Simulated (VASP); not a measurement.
The system is SnSe.

```
Sn Se
1.0
     0.00000    3.01043    3.01043
     3.01043    0.00000    3.01043
     3.01043    3.01043    0.00000
Sn Se
1 1
Direct
  0.00000 0.00000 0.00000
  0.50000 0.50000 0.50000
```

Measurements of this composition are mostly on another form, of space group No. 62.

| Property | Result |
| --- | --- |
| Program | VASP 6.6.1 |
| Task | relaxation of cell and atoms |
| Functional | LDA |
| Potentials or basis | VASP PAW LDA potentials, release 64 (Sn_d, Se) |
| Cutoff | 600 eV |
| k mesh | 10 × 10 × 10 |
| Occupations | gaussian, width 0.1 eV |
| Spin | no spin polarisation |

At the start: pressure -3.2 GPa; volume 27.28 Å³/atom.

**Question.** How do energy, volume and symmetry change on relaxing?

**Answer.** Over 3 steps the energy falls by 16.7 meV/atom and the volume is 25.69 Å³/atom (-5.8 %); space group Fm-3m (No. 225, to 0.05 Å).

The path:
| step | energy change (eV) | largest force (eV/Å) | pressure (GPa) | volume (Å³) |
| --- | --- | --- | --- | --- |
| 1 | 0.0000 | 0.0000 | -3.18 | 54.57 |
| 2 | -0.0297 | 0.0000 | 1.20 | 50.40 |
| 3 | -0.0333 | 0.0000 | 0.00 | 51.37 |

Final structure:
```
CELL_PARAMETERS angstrom
0.00000 2.95056 2.95056
2.95056 0.00000 2.95056
2.95056 2.95056 0.00000
ATOMIC_POSITIONS crystal
Sn 0.00000 0.00000 0.00000
Se 0.50000 0.50000 0.50000
```
